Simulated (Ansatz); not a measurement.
# AlP (F-43m): G0W0 and the choice of datasets

```
Al P
1.0
     0.00000    2.73150    2.73150
     2.73150    0.00000    2.73150
     2.73150    2.73150    0.00000
Al P
1 1
Direct
  0.00000 0.00000 0.00000
  0.25000 0.25000 0.25000
```

Held fixed (Ansatz):

```yaml
orbitals: PBE
k_mesh: 6×6×6
empty_bands: 407
response_cutoff: 180 eV
frequencies: plasmon pole, fitted at the program's default frequency
q_→_0_term: analytic weight of Carrier, Rohra and Görling
points_solved: Γ, L, X
band_sums: cut at the band count
```

The gap is read from Γ to X, linearised, between the Kohn-Sham band edges among the points solved. The direct gap is read between the top filled and lowest empty Kohn-Sham band at Γ. ε∞ is the electronic dielectric constant on this mesh.

Question: Taking hard PAW, 700 eV as the reference, which of the others (hand-made PAW, 900 eV; soft PAW (1st gen.), 420 eV; norm-conserving, 598.65 eV) gives the gap farthest from it?

Answer: Farthest from hard PAW, 700 eV in the G0W0 gap: norm-conserving, 598.65 eV (+0.13 eV). The nearest differs by 0.003 eV.

```
      datasets, wave cutoff  KS gap (eV)  G0W0 gap (eV)  direct at Γ (eV)   ε∞
           hard PAW, 700 eV         1.58           2.30              4.18  8.4
      hand-made PAW, 900 eV         1.58           2.30              4.18  8.4
soft PAW (1st gen.), 420 eV         1.58           2.32              4.24  8.3
 norm-conserving, 598.65 eV         1.58           2.43              4.21  8.3
```

Soft PAW datasets can miss an all-electron G0W0 gap by more than 5 %. With norm-conserving pseudopotentials the core–valence exchange is only approximate, which can shift gaps by tenths of an eV and RPA lattice constants by most of a per cent. Band sums or response are cut, so the gap isn't at its basis limit. The gap is read among the points solved; the crystal's band edges can lie elsewhere.
